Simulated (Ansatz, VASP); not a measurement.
**Two plane-wave programs on LiF**

POSCAR

```
LiF
1.0
    0.0000000000      1.9449999471      1.9449999471
    1.9449999471      0.0000000000      1.9449999471
    1.9449999471      1.9449999471      0.0000000000
Li F
1 1
Direct
    0.0000000000      0.0000000000      0.0000000000
    0.5000000000      0.5000000000      0.5000000000
```

Contents of INCAR.step1:

```
PREC = Accurate ; ENCUT = 520
ISMEAR = 0 ; SIGMA = 0.01
LREAL = False ; LASPH = True
NELM = 100 ; NBANDS = 12
GGA = PE ; ALGO = Normal
EDIFF = 1E-4 ; LWAVE = True
LCHARG = False
```

INCAR.step2

```
PREC = Accurate ; ENCUT = 520
EDIFF = 1E-7 ; ISMEAR = 0
SIGMA = 0.01 ; LREAL = False
LASPH = True ; NELM = 100
ALGO = Normal ; ISIF = 2
LWAVE = False ; LCHARG = True
METAGGA = R2SCAN ; LMIXTAU = True
LELF = True ; LVHAR = True
NBANDS = 12 ; ISTART = 1
```

File KPOINTS:

```
regular mesh
0
Gamma
  10 10 10
```

Input for Ansatz:

```yaml
crystal:
  lattice:
    - [0.0, 1.9449999471, 1.9449999471]
    - [1.9449999471, 0.0, 1.9449999471]
    - [1.9449999471, 1.9449999471, 0.0]
  atoms:
    - { symbol: Li, position: [0.0, 0.0, 0.0] }
    - { symbol: F, position: [0.5, 0.5, 0.5] }
kpoints:
  mp_grid: { grid: [10, 10, 10] }
  band_path:
    path:
      - [0.0, 0.0, 0.0]
      - [0.5, 0.0, 0.5]
      - [0.625, 0.25, 0.625]
      - [0.375, 0.375, 0.75]
      - [0.5, 0.5, 0.5]
      - [0.5, 0.25, 0.75]
      - [-0.067708, 0.0, 0.067708]
    npoints: 1
hamiltonian:
  xc: r2scan
scf:
  occupations: { method: fixed }
  n_extra_bands: 4
output:
  forces: true
  stress: true
  eigenvalues: true
```

Change from the starting cell: hydrostatic strain -2.5%.

Alike in both runs: task single point; functional r2SCAN; k mesh 10 × 10 × 10; no spin polarisation.

|  | VASP | Ansatz |
| --- | --- | --- |
| version | VASP 6.6.1 | Ansatz 0.2.0 |
| potentials or method | VASP PAW PBE potentials, release 64 (Li_sv, F) | plane waves, PAW |
| plane-wave cutoff (eV) | 520 | 500 |
| occupations | gaussian, width 0.01 eV | fixed |
| valence electrons in the cell | 10 | 10 |

|  | VASP | Ansatz | Ansatz less VASP |
| --- | --- | --- | --- |
| gap on the k mesh at the Fermi level (eV) | 11.32 | 11.10 | -0.220 |

 A k mesh can miss the band edges.
